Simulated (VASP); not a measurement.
# PtS2 (P-3m1) in VASP: settings compared, part 2 of 2

VASP 6.6.1.

**4. Single point, HSE06**

Input file POSCAR:

```
PtS2
1.0
    3.5432000000      0.0000000000      0.0000000000
   -1.7716000000      3.0685012107      0.0000000000
    0.0000000000      0.0000000000      5.0388000000
Pt S
1 2
Direct
    0.0000000000      0.0000000000      0.0000000000
    0.6666666667      0.3333333333      0.7730000000
    0.3333333333      0.6666666667      0.2270000000
```

Input file INCAR.step1:

```
SYSTEM = PtS2
PREC = Accurate
ENCUT = 280
EDIFF = 1E-5
ISMEAR = 0
SIGMA = 0.01
LREAL = .False.
LASPH = .True.
NELM = 100
ALGO = Normal
ISIF = 2
LWAVE = .True.
LCHARG = .False.
NBANDS = 19
NKRED = 1
GGA = PE
```

Input file INCAR.step2:

```
SYSTEM = PtS2
PREC = Accurate
ENCUT = 280
EDIFF = 1E-6
ISMEAR = 0
SIGMA = 0.01
LREAL = .False.
LASPH = .True.
NELM = 100
ALGO = Normal
ISIF = 2
LWAVE = .False.
LCHARG = .False.
GGA = PE
LHFCALC = .True.
HFSCREEN = 0.2
PRECFOCK = Fast
NBANDS = 19
NKRED = 1
ISTART = 1
```

Input file KPOINTS:

```
Automatic mesh
0
Gamma
  4 4 3
  0 0 0
```

Potentials or basis: VASP PAW PBE potentials, release 64 (Pt, S).

Launch:

```console
> cat potpaw_PBE.64/Pt/POTCAR potpaw_PBE.64/S/POTCAR > POTCAR
> cp INCAR.step1 INCAR
> mpirun -np 1 vasp_std > vasp.out
> cp INCAR.step2 INCAR
> mpirun -np 1 vasp_std > vasp.out
```

OUTCAR:

```text
SYSTEM = PtS2
   PREC = Accurate
   ENCUT = 280
   EDIFF = 1E-6
   ISMEAR = 0
   LREAL = .False.
   LASPH = .True.
   NELM = 100
   ISIF = 2
   GGA = PE
   LHFCALC = .True.
   HFSCREEN = 0.2
   PRECFOCK = Fast
   NKRED = 1
   ISTART = 1

 Found      9 irreducible k-points:

 Following reciprocal coordinates:
            Coordinates               Weight
  0.000000  0.000000  0.000000      1.000000
  0.250000 -0.000000  0.000000      6.000000
  0.500000 -0.000000  0.000000      3.000000
  0.250000  0.250000  0.000000      6.000000
  0.000000  0.000000  0.333333      2.000000
  0.250000 -0.000000  0.333333      6.000000
   k-points           NKPTS =      9   k-points in BZ     NKDIM =     48   number of bands    NBANDS=     19
   number of dos      NEDOS =    301   number of ions     NIONS =      3
   total plane-waves  NPLWV =  11200
   dimension x,y,z NGX =    20 NGY =   20 NGZ =   28
   dimension x,y,z NGXF=    40 NGYF=   40 NGZF=   56
   ions per type =               1   2
   NGX,Y,Z   is equivalent  to a cutoff of   9.38,  9.38,  9.24 a.u.
   NGXF,Y,Z  is equivalent  to a cutoff of  18.77, 18.77, 18.48 a.u.
 SYSTEM =  PtS2
   PREC   = accura    normal or accurate (medium, high low for compatibility)
[... 64 lines left out ...]
  energy without entropy =      -18.63190061  energy(sigma->0) =      -18.63190061

 E-fermi :   6.3414     XC(G=0):  -8.7148

 val. band max:        6.2173795442   @ k =   0.0000   0.0000   0.0000
 cond. band min:       7.7628290916   @ k =   0.0000   0.2500   0.3333
 fundamental gap:      1.5454495474
 Fermi energy:         6.3414404567

 k-point     1 :       0.0000    0.0000    0.0000
  band No.  band energies     occupation
      1     -10.9160      2.00000
      2      -7.3674      2.00000
      3      -1.5963      2.00000
      4      -1.5293      2.00000
      5      -1.5293      2.00000
      6       1.4453      2.00000
[... 109 lines left out ...]
      6       0.6757      2.00000
[... 11 lines left out ...]
     18      17.2073      0.00000
     19      18.0827      0.00000

 [... further k-points ...]

------------------------ aborting loop because EDIFF is reached ----------------------------------------

  FORCE on cell =-STRESS in cart. coord.  units (eV):
  Direction    XX          YY          ZZ          XY          YZ          ZX
  --------------------------------------------------------------------------------------
  -------------------------------------------------------------------------------------
  Total        1.8191254      1.8191254      2.1703908      0.0000000      0.0000000      0.0000000
  in kB       53.2015317     53.2015317     63.4745229      0.0000000      0.0000000      0.0000000
  external PRESSURE =      56.6258621 kB  Pullay stress =       0.0000000 kB

 VOLUME and BASIS-vectors are now :
 -----------------------------------------------------------------------------
  energy-cutoff  :      280.00
  volume of cell :       54.78
      direct lattice vectors                 reciprocal lattice vectors
     3.543200000  0.000000000  0.000000000     0.282230752  0.162946001  0.000000000
    -1.771600000  3.068501211  0.000000000     0.000000000  0.325892001  0.000000000
     0.000000000  0.000000000  5.038800000     0.000000000  0.000000000  0.198459951

 POSITION                                       TOTAL-FORCE (eV/Angst)
 -----------------------------------------------------------------------------------
      0.00000      0.00000      0.00000        -0.000000      0.000000      0.000000
      1.77160      1.02283      3.89499        -0.000000      0.000000     -0.896864
     -0.00000      2.04567      1.14381         0.000000      0.000000      0.896864
 -----------------------------------------------------------------------------------
    total drift:                               -0.000000     -0.000000     -0.000001

  FREE ENERGIE OF THE ION-ELECTRON SYSTEM (eV)
  ---------------------------------------------------
  free  energy   TOTEN  =       -18.6319006097 eV

  energy  without entropy=      -18.6319006097  energy(sigma->0) =      -18.63190061
```

OUTCAR.step1:

```text
SYSTEM = PtS2
   PREC = Accurate
   ENCUT = 280
   EDIFF = 1E-5
   ISMEAR = 0
   LREAL = .False.
   LASPH = .True.
   NELM = 100
[... 244 lines left out ...]
      0.00000      0.00000      0.00000         0.000000      0.000000     -0.000000
      1.77160      1.02283      3.89499         0.000000      0.000000     -1.267344
     -0.00000      2.04567      1.14381        -0.000000     -0.000000      1.267344
 -----------------------------------------------------------------------------------
    total drift:                                0.000000     -0.000000      0.000000

  FREE ENERGIE OF THE ION-ELECTRON SYSTEM (eV)
  ---------------------------------------------------
  free  energy   TOTEN  =       -15.2782180493 eV

  energy  without entropy=      -15.2782180493  energy(sigma->0) =      -15.27821805
```

Wall time 73 s (1 thread of AMD EPYC 9R45 (Zen 5), shared host); peak memory 0.2 GiB.

These settings aren't checked as converged: the numbers below hold their error.

Results:

```yaml
Free_energy: -18.6319 eV
Largest_force: 0.897 eV/Å
Band_gap_on_the_k_mesh: 1.55 eV, indirect (least direct gap 1.91 eV)
```

Caveat: the k mesh is coarse (spacing up to 0.51 Å⁻¹), so the values aren't converged, least of all with exact exchange; the cutoff is under 1.25 times the usual one of these potentials, so pressure, stress and relaxed cells hold a basis-set (Pulay) error; the PAW data sets were made with another functional, which shifts forces and pressure a little; spin-orbit coupling is left out, which moves the levels of the heavy elements; an odd mesh through Γ misses points on the zone boundary, where band edges often lie.

**5. Single point, HSE06**

POSCAR is that of step 4.

Changes to INCAR.step1 since step 4:

```diff
@@ -2,3 +2,3 @@
 PREC = Accurate
-ENCUT = 280
+ENCUT = 400
 EDIFF = 1E-5
```

Changes to INCAR.step2 since step 4:

```diff
@@ -2,3 +2,3 @@
 PREC = Accurate
-ENCUT = 280
+ENCUT = 400
 EDIFF = 1E-6
```

Input file KPOINTS:

```
Automatic mesh
0
Gamma
  3 3 2
  0 0 0
```

Launch:

```console
> cat potpaw_PBE.64/Pt/POTCAR potpaw_PBE.64/S/POTCAR > POTCAR
> cp INCAR.step1 INCAR
> mpirun -np 1 vasp_std > vasp.out
> cp INCAR.step2 INCAR
> mpirun -np 1 vasp_std > vasp.out
```

Wall time 34 s (1 thread of AMD EPYC 9R45 (Zen 5), shared host); peak memory 0.22 GiB.

The run converged, but some of its settings lie outside the range that counts as converged, so its numbers aren't taken as properties of the crystal.

Results:

```yaml
Free_energy: -18.7656 eV
Pressure: 5.6 GPa
Largest_force: 0.756 eV/Å
Band_gap_on_the_k_mesh: 1.81 eV, indirect (least direct gap 3.24 eV)
```

Caveat: the k mesh is coarse (spacing up to 0.68 Å⁻¹), so the values aren't converged, least of all with exact exchange; the PAW data sets were made with another functional, which shifts forces and pressure a little; spin-orbit coupling is left out, which moves the levels of the heavy elements; an odd mesh through Γ misses points on the zone boundary, where band edges often lie.

**6. Single point, HSE06**

POSCAR is that of step 5.

Changes to INCAR.step1 since step 5:

```diff
@@ -2,3 +2,3 @@
 PREC = Accurate
-ENCUT = 400
+ENCUT = 340
 EDIFF = 1E-5
```

Changes to INCAR.step2 since step 5:

```diff
@@ -2,3 +2,3 @@
 PREC = Accurate
-ENCUT = 400
+ENCUT = 340
 EDIFF = 1E-6
```

Input file KPOINTS:

```
Automatic mesh
0
Gamma
  4 4 3
  0 0 0
```

Potentials or basis: VASP PAW PBE potentials, release 64 (Pt, S).

Launch:

```console
> cat potpaw_PBE.64/Pt/POTCAR potpaw_PBE.64/S/POTCAR > POTCAR
> cp INCAR.step1 INCAR
> mpirun -np 1 vasp_std > vasp.out
> cp INCAR.step2 INCAR
> mpirun -np 1 vasp_std > vasp.out
```

Wall time 76 s (1 thread of AMD EPYC 9R45 (Zen 5), shared host); peak memory 0.21 GiB.

These settings aren't checked as converged: the numbers below hold their error.

Results:

- Free energy: -18.6382 eV
- Pressure: 6.0 GPa
- Largest force: 0.888 eV/Å
- Band gap on the k mesh: 1.54 eV, indirect (least direct gap 1.91 eV)

Caveat: the k mesh is coarse (spacing up to 0.51 Å⁻¹), so the values aren't converged, least of all with exact exchange; the PAW data sets were made with another functional, which shifts forces and pressure a little; spin-orbit coupling is left out, which moves the levels of the heavy elements; an odd mesh through Γ misses points on the zone boundary, where band edges often lie.

**7. For comparison**

An earlier run on the cell as given: functional PBEsol; potentials or basis VASP PAW PBE potentials, release 64 (Pt, S); cutoff 520 eV; k mesh 9 × 9 × 5; occupations fermi-dirac, width 0.05 eV; no spin polarisation.

- Pressure: 6.1 GPa
- Largest force: 0.930 eV/Å
- Band gap on the k mesh: 0.96 eV, indirect (least direct gap 1.00 eV)

**8. Overview**

```tsv
level	smearing	ladder	gap on the mesh (eV)	pressure (GPa)	largest force (eV/Å)
PBE	gaussian 0.012 eV	-	1.03	11.1	1.21
PBE	gaussian 0.02 eV	-	1.03	11.1	1.21
PBEsol	fermi-dirac 0.05 eV	free	0.96	6.1	0.93
```

Alike in all rows: task single point; potentials or basis VASP PAW PBE potentials, release 64 (Pt, S); no spin polarisation; cell as given; k mesh 9 × 9 × 5; cutoff (eV) 520.

On the cell as given the gap runs from 0.96 eV (PBEsol) to 1.03 eV (PBE). The pressure there spans 6.1 GPa (PBEsol) to 11.1 GPa (PBE); a positive pressure means that this level wants a larger cell, a negative one a smaller.

Caveats: spin-orbit coupling is left out, which moves the levels of the heavy elements; an odd mesh through Γ misses points on the zone boundary, where band edges often lie; forces of over 1 eV/Å show positions far from the minimum, so gaps and moduli don't describe the material at rest (some runs); the PAW data sets were made with another functional, which shifts forces and pressure a little (some runs).

Total energies depend on the potentials used, so only differences within one code and one set of settings carry meaning.
